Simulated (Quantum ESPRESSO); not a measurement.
The system is AlN.

```xyz
4
Lattice="3.1130 0.0000 0.0000 -1.5565 2.6959 0.0000 0.0000 0.0000 4.9810" Properties=species:S:1:pos:R:3 pbc="T T T"
Al    1.5565    0.8986    2.4905
Al    0.0000    1.7973    0.0000
N     1.5565    0.8986    4.3833
N     0.0000    1.7973    1.8928
```

Base run:

| Property | Result |
| --- | --- |
| Program | Quantum ESPRESSO 7.5 |
| Functional | PBE |
| Potentials or basis | SG15 PBE 1.2 |
| Cutoff | 1197 eV |
| Density cutoff | 4789 eV |
| k mesh | 10 × 10 × 6 |
| Occupations | fermi-dirac, width 0.05 eV |
| Spin | no spin polarisation |

Its results: band gap on the k mesh 4.23 eV, direct; pressure 3.1 GPa; largest force 0.118 eV/Å.

Task: After a change of settings the same cell gave: band gap on the k mesh 4.23 eV, direct; pressure 3.8 GPa; largest force 0.131 eV/Å. Which change was it?
A. potentials or basis from SG15 PBE 1.2 to SSSP 1.3 efficiency PBE; cutoff from 1197 eV to 816 eV; density cutoff from 4789 eV to 6531 eV; valence electrons from 32 to 16
B. functional from PBE to r2SCAN; k mesh from 10 × 10 × 6 to 8 × 8 × 4
C. functional from PBE to PBEsol; potentials or basis from SG15 PBE 1.2 to PseudoDojo 0.4.1 SR PBEsol standard; cutoff from 1197 eV to 1143 eV; density cutoff from 4789 eV to 4572 eV; valence electrons from 32 to 16

Result: A.

Caveats: some levels on the path didn't converge (some runs).

Not every run made on this cell is shown here.
